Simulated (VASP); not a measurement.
# CoO (R-3m) in VASP: single point with PBE

Aim: the single point of CoO with PBE.

Program: VASP 6.6.1. These are calculated values, not measurements. Logs are shortened: lines on timing, memory, paths and dates and some standing lists are left out, and cuts for length are marked.

### 1 The crystal as given

The structure is trigonal, space group R-3m (No. 166). The conventional cell has a = 3.050 Å, b = 3.050 Å, c = 7.136 Å, α = 90.00°, β = 90.00°, γ = 120.00°. Co (site symmetry -3m) has 6 O at 2.12 Å as nearest neighbours. O (site symmetry -3m) has 6 Co at 2.12 Å as nearest neighbours.

The cell is a database's computed one.

### 2 Single point, PBE, collinear spin, typed start

The input, INCAR:

```
PREC = Accurate
ENCUT = 520
EDIFF = 1E-7
ISMEAR = 1
SIGMA = 0.1
LREAL = F
LASPH = T
NELM = 150
ALGO = Normal
ISIF = 2
LWAVE = F
LCHARG = F
ISPIN = 2
MAGMOM = 3.2 0
LORBIT = 11
LMAXMIX = 4
GGA = PE
NBANDS = 18
```

The input, KPOINTS:

```
regular mesh
0
Gamma
  13 13 13
```

The input, POSCAR:

```
CoO
1.0
    1.5247729993      0.8803275853      2.3785410899
   -1.5247729993      0.8803275853      2.3785410899
    0.0000000000     -1.7606551706      2.3785410899
Co O
1 1
Direct
    0.0000000000      0.0000000000      0.0000000000
    0.5000000000      0.5000000000      0.5000000000
```

Potentials or basis: VASP PAW PBE potentials, release 64 (Co, O).

Run with:

```bash
> cat potpaw_PBE.64/Co/POTCAR potpaw_PBE.64/O/POTCAR > POTCAR
> mpirun -np 1 vasp_std > vasp.out
```

OUTCAR:

```text
PREC = Accurate
   ENCUT = 520
   EDIFF = 1E-7
   ISMEAR = 1
   LREAL = F
   LASPH = T
   NELM = 150
   ISIF = 2
   ISPIN = 2
   LORBIT = 11
   GGA = PE

 ion  position               nearest neighbor table
   1  0.000  0.000  0.000-   2 2.12   2 2.12   2 2.12   2 2.12   2 2.12   2 2.12
   2  0.500  0.500  0.500-   1 2.12   1 2.12   1 2.12   1 2.12   1 2.12   1 2.12

  LATTYP: Found a trigonal (rhomboedric) cell.
 ALAT       =     2.9592848922
 COS(alpha) =     0.4690338592

  Lattice vectors:

 A1 = (   1.5247729993,   0.8803275853,   2.3785410899)
 A2 = (  -1.5247729993,   0.8803275853,   2.3785410899)
 A3 = (   0.0000000000,  -1.7606551706,   2.3785410899)

Analysis of symmetry for initial positions (statically):
=====================================================================
 Subroutine PRICEL returns:
 Original cell was already a primitive cell.

 Routine SETGRP: Setting up the symmetry group for a
 trigonal (rhombohedral) supercell.

 Subroutine GETGRP returns: Found 12 space group operations
 (whereof 12 operations were pure point group operations)
 out of a pool of 12 trial point group operations.

The static configuration has the point symmetry D_3d.

Analysis of symmetry for dynamics (positions and initial velocities):
=====================================================================
 Subroutine PRICEL returns:
 Original cell was already a primitive cell.

 Routine SETGRP: Setting up the symmetry group for a
 trigonal (rhombohedral) supercell.

 Subroutine GETGRP returns: Found 12 space group operations
 (whereof 12 operations were pure point group operations)
 out of a pool of 12 trial point group operations.

The dynamic configuration has the point symmetry D_3d.

Analysis of structural, dynamic, and magnetic symmetry:
=====================================================================
 Subroutine PRICEL returns:
 Original cell was already a primitive cell.

 Routine SETGRP: Setting up the symmetry group for a
 trigonal (rhombohedral) supercell.

 Subroutine GETGRP returns: Found 12 space group operations
 (whereof 12 operations were pure point group operations)
 out of a pool of 12 trial point group operations.

The overall configuration has the point symmetry D_3d.

 Subroutine INISYM returns: Found 12 space group operations
 (whereof 12 operations are pure point group operations),
 and found     1 'primitive' translations

----------------------------------------------------------------------------------------

                                     Primitive cell

  volume of cell :      19.1563

  direct lattice vectors                    reciprocal lattice vectors
     1.524772999  0.880327585  2.378541090     0.327917664  0.189323463  0.140141928
    -1.524772999  0.880327585  2.378541090    -0.327917664  0.189323463  0.140141928
     0.000000000 -1.760655171  2.378541090     0.000000000 -0.378646925  0.140141928

  length of vectors
     2.959284892  2.959284892  2.959284431     0.403748842  0.403748842  0.403748999

  position of ions in fractional coordinates (direct lattice)
     0.000000000  0.000000000  0.000000000
     0.500000000  0.500000000  0.500000000

  ion indices of the primitive-cell ions
   primitive index   ion index
                 1           1
                 2           2

----------------------------------------------------------------------------------------

 KPOINTS: regular mesh

Automatic generation of k-mesh.
 Grid dimensions read from file:
 generate k-points for:   13   13   13

 Generating k-lattice:

  Cartesian coordinates                     Fractional coordinates (reciprocal lattice)
     0.025224436  0.014563343  0.010780148     0.076923077  0.000000000  0.000000000
    -0.025224436  0.014563343  0.010780148     0.000000000  0.076923077  0.000000000
     0.000000000 -0.029126687  0.010780148     0.000000000  0.000000000  0.076923077

  Length of vectors
     0.031057603  0.031057603  0.031057615

  Shift w.r.t. Gamma in fractional coordinates (k-lattice)
     0.000000000  0.000000000  0.000000000

 Subroutine IBZKPT returns following result:
 ===========================================

 Found    231 irreducible k-points:

 Following reciprocal coordinates:
            Coordinates               Weight
  0.000000  0.000000  0.000000      1.000000
  0.076923  0.000000  0.000000      6.000000
  0.153846  0.000000  0.000000      6.000000
  0.230769  0.000000 -0.000000      6.000000
  0.307692  0.000000  0.000000      6.000000
  0.384615  0.000000 -0.000000      6.000000
[... 16 lines left out ...]
  0.384615  0.153846  0.000000     12.000000
  0.461538  0.153846  0.000000     12.000000
 [... further k-points ...]
   k-points           NKPTS =    231   k-points in BZ     NKDIM =    231   number of bands    NBANDS=     18
   number of dos      NEDOS =    301   number of ions     NIONS =      2
   total plane-waves  NPLWV =  13824
   dimension x,y,z NGX =    24 NGY =   24 NGZ =   24
   dimension x,y,z NGXF=    48 NGYF=   48 NGZF=   48
   ions per type =               1   1
   NGX,Y,Z   is equivalent  to a cutoff of  13.48, 13.48, 13.48 a.u.
   NGXF,Y,Z  is equivalent  to a cutoff of  26.97, 26.97, 26.97 a.u.
 SYSTEM =  unknown system
   PREC   = accura    normal or accurate (medium, high low for compatibility)
   ISTART =      0    job   : 0-new  1-cont  2-samecut
   ICHARG =      2    charge: 1-file 2-atom 10-const
   ISPIN  =      2    spin polarized calculation?
   LNONCOLLINEAR =      F non collinear calculations
   LSORBIT =      F    spin-orbit coupling
   LASPH  =      T    aspherical Exc in radial PAW
   ENCUT  =  520.0 eV  38.22 Ry    6.18 a.u.   5.50  5.50  5.50*2*pi/ulx,y,z
   NELM   =    150;   NELMIN=  2; NELMDL= -5     # of ELM steps
   EDIFF  = 0.1E-06   stopping-criterion for ELM
   LREAL  =      F    real-space projection
   EDIFFG = 0.1E-05   stopping-criterion for IOM
   NSW    =      0    number of steps for IOM
   IBRION =     -1    ionic relax: 0-MD 1-quasi-New 2-CG
   NFREE  =      0    steps in history (QN), initial steepest desc. (CG)
   ISIF   =      2    stress and relaxation
   ISYM   =      2    0-nonsym 1-usesym 2-fastsym
   POTIM  = 0.5000    time-step for ionic-motion
   TEBEG  =    0.0;   TEEND  =   0.0 temperature during run
   PSTRESS=    0.0 pullay stress
   NELECT =      15.0000    total number of electrons
   NUPDOWN=      -1.0000    fix difference up-down
   EMIN   =  10.00;   EMAX   =-10.00  energy-range for DOS
   EFERMI =   0.00;   METHOD = LEGACY
   ISMEAR =     1;   SIGMA  =   0.10  broadening in eV -4-tet -1-fermi 0-gaus
   EFERMI_NEDOS =   21; number of points for ismear=-14 and -15
   IALGO  =     38    algorithm
   IMIX   =      4    mixing-type and parameters
     AMIX     =   0.40;   BMIX     =  1.00
     AMIX_MAG =   1.60;   BMIX_MAG =  1.00
  volume/ion in A,a.u.               =       9.58        64.64
  Fermi-wavevector in a.u.,A,eV,Ry     =   1.508927  2.851458 30.978554  2.276859
  Thomas-Fermi vector in A             =   2.619316
   LORBIT       =     11    0 simple, 1 ext, 2 COOP (PROOUT), +10 PAW based schemes
   GGA     = PE    functional components
   LHFCALC =     F    Hartree Fock is set to
   AEXX    =    0.0000 exact exchange contribution
   IVDW    =     0    specifies the selected vdW correction
   LEPSILON=     F    determine dielectric tensor
   LRPA    =     F    only Hartree local field effects (RPA)
 spin polarized calculation
 Methfessel and Paxton  Order N= 1 SIGMA  =   0.10
  energy-cutoff  :      520.00
  volume of cell :       19.16
 maximum number of plane-waves:       529
 NGX is ok and might be reduce to    24
   NGX = 11   NGY = 11   NGZ = 11

 number of electron      15.0000004 magnetization       2.9183310

 Free energy of the ion-electron system (eV)
  ---------------------------------------------------
  ext. energy  EPLUGINS =         0.00000000
  ---------------------------------------------------
  free energy    TOTEN  =       -13.05078819 eV

  energy without entropy =      -13.05216637  energy(sigma->0) =      -13.05124759

 E-fermi :   8.0172     XC(G=0): -12.4603

 val. band max:        8.0159919146   @ k =  -0.4615   0.3077   0.1538
 cond. band min:       8.0217499217   @ k =  -0.3846  -0.4615   0.2308
 fundamental gap:      0.0057580071
 Fermi energy:         8.0172457982

 spin component 1

 k-point     1 :       0.0000    0.0000    0.0000
  band No.  band energies     occupation
      1     -12.2311      1.00000
      2       4.7029      1.00000
      3       4.7029      1.00000
      4       4.7965      1.00000
      5       4.7965      1.00000
      6       4.8570      1.00000
[... 10 lines left out ...]
     17      30.3153      0.00000
     18      33.0976      0.00000
[... 463 lines left out ...]
 k-point    24 :       0.4615    0.1538    0.0000
  band No.  band energies     occupation
      1     -11.0596      1.00000
      2       0.3716      1.00000
      3       1.9748      1.00000
      4       2.4719      1.00000
      5       5.2747      1.00000
      6       5.7106      1.00000
[... 10 lines left out ...]
     17      34.5108      0.00000
     18      37.4479      0.00000

 [... further k-points ...]

 spin component 2

 k-point     1 :       0.0000    0.0000    0.0000
  band No.  band energies     occupation
      1     -11.7218      1.00000
      2       5.3562      1.00000
      3       5.3562      1.00000
      4       5.6643      1.00000
      5       6.8475      1.00000
      6       6.8475      1.00000
[... 10 lines left out ...]
     17      31.2890      0.00000
     18      33.9148      0.00000
[... 463 lines left out ...]
 k-point    24 :       0.4615    0.1538    0.0000
  band No.  band energies     occupation
      1     -10.5045      1.00000
      2       0.9437      1.00000
      3       3.1741      1.00000
      4       3.7687      1.00000
      5       7.3212      1.00000
      6       7.8843      1.03400
[... 10 lines left out ...]
     17      34.9125      0.00000
     18      37.9211      0.00000

 [... further k-points ...]

------------------------ aborting loop because EDIFF is reached ----------------------------------------

  FORCE on cell =-STRESS in cart. coord.  units (eV):
  Direction    XX          YY          ZZ          XY          YZ          ZX
  --------------------------------------------------------------------------------------
  -------------------------------------------------------------------------------------
  Total       -0.0106938     -0.0106938     -0.2337203      0.0000000      0.0000000      0.0000000
  in kB       -0.8944007     -0.8943997    -19.5476978      0.0000000      0.0000000      0.0000000
  external PRESSURE =      -7.1121661 kB  Pullay stress =       0.0000000 kB

 VOLUME and BASIS-vectors are now :
 -----------------------------------------------------------------------------
  energy-cutoff  :      520.00
  volume of cell :       19.16
      direct lattice vectors                 reciprocal lattice vectors
     1.524772999  0.880327585  2.378541090     0.327917664  0.189323463  0.140141928
    -1.524772999  0.880327585  2.378541090    -0.327917664  0.189323463  0.140141928
     0.000000000 -1.760655171  2.378541090     0.000000000 -0.378646925  0.140141928

 POSITION                                       TOTAL-FORCE (eV/Angst)
 -----------------------------------------------------------------------------------
      0.00000      0.00000      0.00000         0.000000      0.000000     -0.000000
      0.00000      0.00000      3.56781         0.000000     -0.000000      0.000000
 -----------------------------------------------------------------------------------
    total drift:                               -0.000000      0.000000     -0.000000

  FREE ENERGIE OF THE ION-ELECTRON SYSTEM (eV)
  ---------------------------------------------------
  free  energy   TOTEN  =       -13.0507881907 eV

  energy  without entropy=      -13.0521663748  energy(sigma->0) =      -13.05124759

 total charge

# of ion       s       p       d       tot
------------------------------------------
    1        0.297   0.362   7.146   7.805
    2        1.556   3.428   0.000   4.984
--------------------------------------------------
tot          1.853   3.790   7.146  12.788

 magnetization (x)

# of ion       s       p       d       tot
------------------------------------------
    1        0.020   0.018   2.526   2.564
    2        0.029   0.275   0.000   0.304
--------------------------------------------------
tot          0.049   0.293   2.526   2.868
```

Run time: 2 min. Hardware: 1 thread of Intel Xeon Platinum 8488C (Sapphire Rapids), shared host; peak memory 0.24 GiB.

Results:

```yaml
Free_energy: -13.0508 eV
Pressure: -0.7 GPa
Band_gap_on_the_k_mesh: none (metal or under the smearing width)
Net_moment: 2.92 μB per cell
Site_moments: Co +2.56; O +0.30 μB
Valence_electrons_inside_the_program's_atomic_spheres: Co 7.80; O 4.98
```

Stress tensor (GPa, compression positive):
```
-0.09  0.00  0.00
 0.00 -0.09  0.00
 0.00  0.00 -1.95
```

Caveat: a cell with one magnetic atom can't hold antiferromagnetic order, which such compounds often take; semilocal functionals often make such compounds metallic where correlation or magnetic order opens a gap, which also shifts bond lengths.
